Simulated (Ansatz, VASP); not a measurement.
## Two plane-wave programs on CO2

```
CELL_PARAMETERS angstrom
5.39177 0.00000 0.00000
0.00000 5.39177 0.00000
0.00000 0.00000 5.39177
ATOMIC_POSITIONS crystal
C 0.00000 0.00000 0.00000
C 0.50000 0.00000 0.50000
C 0.50000 0.50000 0.00000
C 0.00000 0.50000 0.50000
O 0.12481 0.12481 0.12481
O 0.37519 0.87519 0.62481
O 0.62481 0.37519 0.87519
O 0.87519 0.62481 0.37519
O 0.87519 0.87519 0.87519
O 0.62481 0.12481 0.37519
O 0.37519 0.62481 0.12481
O 0.12481 0.37519 0.62481
```

Alike in both runs: functional PBEsol; k mesh 4 × 4 × 4; no spin polarisation.

Ansatz relaxed the structure, and its values are those at the end. VASP's run is a single point on that final structure, the one shown.

|  | VASP | Ansatz |
| --- | --- | --- |
| version | VASP 6.6.1 | Ansatz 0.2.0 |
| potentials or method | VASP PAW PBE potentials, release 64 (C, O) | scalar-relativistic, plane waves, PAW |
| plane-wave cutoff (eV) | 520 | 420 |
| occupations | gaussian, width 0.01 eV | fixed |
| valence electrons in the cell | 64 | 64 |

|  | VASP | Ansatz | Ansatz less VASP |
| --- | --- | --- | --- |
| gap on the k mesh at the Fermi level (eV) | 6.83 | 6.85 | +0.027 |
| least direct gap on the mesh (eV) | 6.83 | 6.85 | +0.027 |
| pressure (GPa) | 3.6 | 1.7 | -1.90 |
| rms of the force components (eV/Å) | 0.333 | 0.000 | -0.3334 |

One of these differences is far larger than is usual between the two programs; its cause wasn't traced.

Caveats: the standard files for N, O and F lose accuracy on very short bonds; the PAW data sets were made with another functional, which shifts forces and pressure a little (VASP). A k mesh can miss the band edges. A hybrid or GW would open this gap; PBEsol tends to underestimate it.
